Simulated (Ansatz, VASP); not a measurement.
# Os: VASP beside Ansatz

```
Os
1.0
     2.33432    0.00000    0.00000
     0.00000    2.33432    0.00000
     0.00000    0.00000    2.33432
Os
1
Cartesian
  0.0000 0.0000 0.0000
```

Change from the starting cell: volume scaled by 0.76, LAPW.

Alike in both runs: task single point; functional PBE; k mesh 17 × 17 × 17; occupations fermi-dirac, width 0.08 eV; no spin polarisation.

|  | VASP | Ansatz |
| --- | --- | --- |
| version | VASP 6.6.1 | Ansatz 0.2.0 |
| potentials or method | VASP PAW PBE potentials, release 64 (Os), cutoff 520 eV | all-electron LAPW, scalar-relativistic |

```csv
,VASP,Ansatz,Ansatz less VASP
pressure (GPa),139.9,137.7,-2.25
```

Ansatz ran all-electron here, so the differences hold the error of VASP's frozen core and of both bases.

Caveats: the cell as given lies far from equilibrium; so large a pressure means that the cell lies far from this level's equilibrium, or that cutoff or potentials fall short (VASP). The runs have no spin-orbit coupling, so splittings on Os are missing.
